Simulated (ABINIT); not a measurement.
# Ge (Fd-3m) in ABINIT: a series of runs, part 4 of 4

ABINIT 10.8.3 (patched build). Earlier steps stand in the parts before.

### Step 5. Equation of state, LDA

run.abi reads:

```
# Datasets: one volume each
ndtset 7
getwfk -1
scalecart1 3*0.9795861087
scalecart2 3*0.9864848297
scalecart3 3*0.9932883884
scalecart4 3*1.0000000000
scalecart5 3*1.0066227096
scalecart6 3*1.0131594038
scalecart7 3*1.0196128224

# Pseudopotentials
pp_dirpath "./"
pseudos "Ge.LDA_PW-JTH.xml"

# Structure
acell 3*1.0 Angstrom
rprim
     0.0000000000     2.8289100000     2.8289100000
     2.8289100000     0.0000000000     2.8289100000
     2.8289100000     2.8289100000     0.0000000000
ntypat 1
znucl 32
natom 2
typat 1 1
xred
     0.7500000000     0.7500000000     0.7500000000
     0.5000000000     0.5000000000     0.5000000000

# Plane-wave basis
ecut 408.170794 eV
pawecutdg 30.0

# k points
kptopt 1
ngkpt 8 8 8
nshiftk 1
shiftk 0.0 0.0 0.0

# Exchange and correlation
ixc 7

# Bands and occupations
nband 18
occopt 3
tsmear 0.00183747

# SCF cycle
nstep 100
tolvrs 1.0e-9

# Output
iomode 3
prtwf 1
prtden 0
prteig 0
prtebands 0
```

Potentials or basis: JTH PAW LDA v2.0.

Launch:

```console
$ abinit run.abi > log 2>&1
```

run.abo:

```text
.Version 10.8.3 of ABINIT
 DATASET    1 : space group Fd -3 m (#227); Bravais cF (face-center cubic)
================================================================================
 Values of the parameters that define the memory need for DATASET  1.
     intxc =       0    ionmov =       0      iscf =      17    lmnmax =      18
     lnmax =       6     mgfft =      27  mpssoang =       3    mqgrid =    3001
     natom =       2  nloc_mem =       2    nspden =       1   nspinor =       1
    nsppol =       1      nsym =      48    n1xccc =       1    ntypat =       1
    occopt =       3   xclevel =       1
       mpw =         817          nfft =       19683          nkpt =          29
 PAW method is used; the additional fine FFT grid is defined by:
   mgfftf=        40    nfftf =     64000
================================================================================
================================================================================
[... 71 lines left out ...]
 DATASET    7 : space group Fd -3 m (#227); Bravais cF (face-center cubic)
================================================================================
 Values of the parameters that define the memory need for DATASET  7.
     intxc =       0    ionmov =       0      iscf =      17    lmnmax =      18
     lnmax =       6     mgfft =      30  mpssoang =       3    mqgrid =    3001
     natom =       2  nloc_mem =       2    nspden =       1   nspinor =       1
    nsppol =       1      nsym =      48    n1xccc =       1    ntypat =       1
    occopt =       3   xclevel =       1
       mpw =         915          nfft =       27000          nkpt =          29
 PAW method is used; the additional fine FFT grid is defined by:
[... 1472 lines left out ...]
            acell      1.8897261259E+00  1.8897261259E+00  1.8897261259E+00 Bohr
           etotal1    -1.9163941686E+02
           etotal2    -1.9163995093E+02
           etotal3    -1.9164019708E+02
           etotal4    -1.9164010618E+02
           etotal5    -1.9163973679E+02
           etotal6    -1.9163916541E+02
           etotal7    -1.9163834855E+02
            fcart1     7.2307118506E-30  8.0341242785E-31 -7.2307118506E-30
                      -7.2307118506E-30 -8.0341242785E-31  7.2307118506E-30
            fcart2    -1.9944849383E-31  1.9944849383E-31 -1.9944849383E-31
                       1.9944849383E-31 -1.9944849383E-31  1.9944849383E-31
            fcart3    -9.9041182685E-32 -4.5494844666E-48  9.9041182685E-32
                       9.9041182685E-32  4.5494844666E-48 -9.9041182685E-32
            fcart4    -9.8376456735E-32  3.4431759857E-31 -4.9188228367E-32
                       9.8376456735E-32 -3.4431759857E-31  4.9188228367E-32
            fcart5     2.4432306115E-32 -2.6875536727E-31  4.1534920396E-31
                      -2.4432306115E-32  2.6875536727E-31 -4.1534920396E-31
[... 38 lines left out ...]
                       0.0000000000E+00  0.0000000000E+00  0.0000000000E+00
           xangst1     4.1567414081E+00  4.1567414081E+00  4.1567414081E+00
                       2.7711609388E+00  2.7711609388E+00  2.7711609388E+00
           xangst2     4.1860151994E+00  4.1860151994E+00  4.1860151994E+00
                       2.7906767996E+00  2.7906767996E+00  2.7906767996E+00
           xangst3     4.2148851822E+00  4.2148851822E+00  4.2148851822E+00
                       2.8099234548E+00  2.8099234548E+00  2.8099234548E+00
           xangst4     4.2433650000E+00  4.2433650000E+00  4.2433650000E+00
                       2.8289100000E+00  2.8289100000E+00  2.8289100000E+00
           xangst5     4.2714675741E+00  4.2714675741E+00  4.2714675741E+00
                       2.8476450494E+00  2.8476450494E+00  2.8476450494E+00
           xangst6     4.2992051535E+00  4.2992051535E+00  4.2992051535E+00
                       2.8661367690E+00  2.8661367690E+00  2.8661367690E+00
           xangst7     4.3265893641E+00  4.3265893641E+00  4.3265893641E+00
                       2.8843929094E+00  2.8843929094E+00  2.8843929094E+00
             xred      7.5000000000E-01  7.5000000000E-01  7.5000000000E-01
                       5.0000000000E-01  5.0000000000E-01  5.0000000000E-01
 Calculation completed.
```

Wall time 1.9 min (1 thread of Arm Neoverse V1, shared host); peak memory 0.12 GiB.

What came out:

| Item | Value |
| --- | --- |
| Equilibrium volume | 22.28 Å³/atom |
| Bulk modulus | 69 GPa |
| Pressure derivative of the bulk modulus | 4.3 (rough: it moves with the points fitted) |

Energy against volume, from the lowest point:
```
volume (Å³/atom)  energy (meV/atom)
          21.281              10.62
          21.733               3.35
          22.186               0.00
          22.639               1.24
          23.092               6.26
          23.545              14.04
          23.997              25.15
```

Caveat: the cutoff is too short for stress, so the log's stress isn't used; pressures at fixed basis lie under the slope of the energies; the atomic spheres overlap.

### Step 6. Band structure, PW91

run.abi reads:

```
# Datasets: ground state, then fixed potential
ndtset 2

# Pseudopotentials
pp_dirpath "./"
pseudos "Ge.GGA_PBE-JTH.xml"

# Structure
acell 3*1.0 Angstrom
rprim
     0.0000000000     2.8289100000     2.8289100000
     2.8289100000     0.0000000000     2.8289100000
     2.8289100000     2.8289100000     0.0000000000
ntypat 1
znucl 32
natom 2
typat 1 1
xcart
     8.0187976968     8.0187976968     8.0187976968
     5.3458651312     5.3458651312     5.3458651312

# Plane-wave basis
ecut 20.0
pawecutdg 40.0

# Exchange and correlation
ixc -109134

# Bands and occupations
occopt 3
tsmear 0.05 eV

# SCF cycle
nstep 100

# Output
iomode 3
prtwf 0
prteig 0
prtebands 0
prtden1 1

# Dataset 1
kptopt1 1
ngkpt1 8 8 8
nshiftk1 1
shiftk1 0.0 0.0 0.0
nband1 18
tolvrs1 1.0e-9

# Dataset 2: bands along G-X-W-K-G-L-U-W-L-K
iscf2 -2
getden2 1
nband2 22
nbdbuf2 2
tolwfr2 1.0e-12
kptopt2 -9
ndivsm2 6
prteig2 1
prtvol2 -3
kptbounds2
     0.0000000000     0.0000000000     0.0000000000
     0.5000000000     0.0000000000     0.5000000000
     0.5000000000     0.2500000000     0.7500000000
     0.3750000000     0.3750000000     0.7500000000
     0.0000000000     0.0000000000     0.0000000000
     0.5000000000     0.5000000000     0.5000000000
     0.6250000000     0.2500000000     0.6250000000
     0.5000000000     0.2500000000     0.7500000000
     0.5000000000     0.5000000000     0.5000000000
     0.3750000000     0.3750000000     0.7500000000
```

Potentials or basis: JTH PAW PBE v2.0.

Launch:

```console
$ abinit run.abi > log 2>&1
```

Wall time 98 s (1 thread of Arm Neoverse V1, shared host); peak memory 0.15 GiB.

The run converged. Its results:

```yaml
Free_energy: -5207.0162 eV
Band_gap_on_the_k_mesh: none (metal or under the smearing width)
Valence_electrons_inside_the_program's_atomic_spheres: Ge 12.40, 12.39 (radii [1.2196] Å)
```

Levels at the corners of the path, in eV from the Fermi level:
```tsv
point	band 11	band 12	band 13	band 14	band 15	band 16	band 17	band 18
Γ	-12.82	-0.08	-0.02	-0.02	-0.02	2.54	2.54	2.54
X	-8.94	-8.94	-3.10	-3.10	0.74	0.74	9.45	9.45
W	-8.84	-8.84	-3.93	-3.93	4.28	4.28	4.71	4.71
K	-9.41	-8.35	-4.36	-2.66	1.14	4.06	7.16	7.35
Γ	-12.82	-0.08	-0.02	-0.02	-0.02	2.54	2.54	2.54
L	-10.73	-7.64	-1.43	-1.43	0.12	3.74	3.74	7.10
U	-9.41	-8.35	-4.36	-2.66	1.14	4.06	7.16	7.35
W	-8.84	-8.84	-3.93	-3.93	4.28	4.28	4.71	4.71
L	-10.73	-7.64	-1.43	-1.43	0.12	3.74	3.74	7.10
K	-9.41	-8.35	-4.36	-2.66	1.14	4.06	7.16	7.35
```

Caveat: the cutoff is too short for stress, so the log's stress isn't used; the PAW data sets were made with another functional, which shifts forces and pressure a little; this crystal is a semiconductor, whose small gap the functional closes, so the metal is an error of the method.

### Step 7. Summary

| task | level | potentials or basis | cutoff (eV) | fine-grid cutoff | gap on the mesh (eV) | pressure (GPa) |
| --- | --- | --- | --- | --- | --- | --- |
| band structure | PW91 | PseudoDojo NC SR PBE v0.4.1 standard | 1061 | - | none | 3.5 |
| band structure | revPBE | JTH PAW PBE v2.0 | 544 | 1088.46 eV | 0.08 | - |
| band structure | PBE | PseudoDojo NC SR PBE v0.5 standard | 1061 | - | none | 3.7 |
| equation of state | LDA | JTH PAW LDA v2.0 | 408 | 816.342 eV | - | - |
| band structure | PW91 | JTH PAW PBE v2.0 | 544 | 1088.46 eV | none | - |

Alike in all rows: no spin polarisation; cell as given; k mesh 8 × 8 × 8; smearing fermi-dirac 0.05 eV.

Caveats: this crystal is a semiconductor, whose small gap the functional closes, so the metal is an error of the method (some runs); the PAW data sets were made with another functional, which shifts forces and pressure a little (some runs); the potentials were made for another functional, which shifts forces and pressure (some runs); pressures at fixed basis lie under the slope of the energies (some runs); the atomic spheres overlap (some runs).

Absolute energies hang on the potentials; compare differences alone.

### Step 8. Comparison with measurements

Step 2. A measured gap of Ge is 0.807 eV (direct; 300 K; “Electronic and optical properties of SixGe1-x-ySny alloys lattice-matched to Ge”, 2021, arxiv:2109.02782); the calculated 0.00 eV misses it by -0.81 eV. 3 values of this kind are on record (0.666 to 0.807 eV); this one was drawn at random among those near their median. Spin-orbit coupling on Ge is left out. The value is that of PW91 on a finite k mesh, which can miss the band edges, without temperature or zero-point motion. Semilocal functionals fall short of measured gaps as a rule.

Step 3. Measured gap of Ge: 0.807 eV (direct; 300 K; “Electronic and optical properties of SixGe1-x-ySny alloys lattice-matched to Ge”, 2021, arxiv:2109.02782). This calculation gives 0.08 eV (-0.72 eV). 3 values of this kind are on record (0.666 to 0.807 eV); this one was drawn at random among those near their median. Spin-orbit coupling on Ge is left out. The value is that of revPBE on a finite k mesh, which can miss the band edges, without temperature or zero-point motion. Semilocal functionals fall short of measured gaps as a rule.

Step 4. A measured gap of Ge is 0.807 eV (direct; 300 K; “Electronic and optical properties of SixGe1-x-ySny alloys lattice-matched to Ge”, 2021, arxiv:2109.02782); the calculated 0.00 eV misses it by -0.81 eV. 3 values of this kind are on record (0.666 to 0.807 eV); this one was drawn at random among those near their median. Spin-orbit coupling on Ge is left out. The value is that of PBE on a finite k mesh, which can miss the band edges, without temperature or zero-point motion. Semilocal functionals fall short of measured gaps as a rule.

Step 5. A measured bulk modulus of Ge is 75.8 GPa (quoted in “Sub-monolayer structures of Ag overlayers on Ge(111): experimental observations and first-principles study”, 2019, arxiv:1908.00180); the calculated 69 GPa misses it by -8.5 %. The fit is for a static lattice scaled at fixed shape and fixed fractional positions. The cell as given is a measured one (22.64 Å³/atom); LDA puts the equilibrium volume -1.6 % from it, thermal expansion not counted.

Step 6. Measured gap of Ge: 0.666 eV (indirect; 293 K; “Electronic and optical properties of SixGe1-x-ySny alloys lattice-matched to Ge”, 2021, arxiv:2109.02782). This calculation gives 0.00 eV (-0.67 eV). 3 values of this kind are on record (0.666 to 0.807 eV); this one was drawn at random among those near their median. Spin-orbit coupling on Ge is left out. The value is that of PW91 on a finite k mesh, which can miss the band edges, without temperature or zero-point motion. Semilocal functionals fall short of measured gaps as a rule.
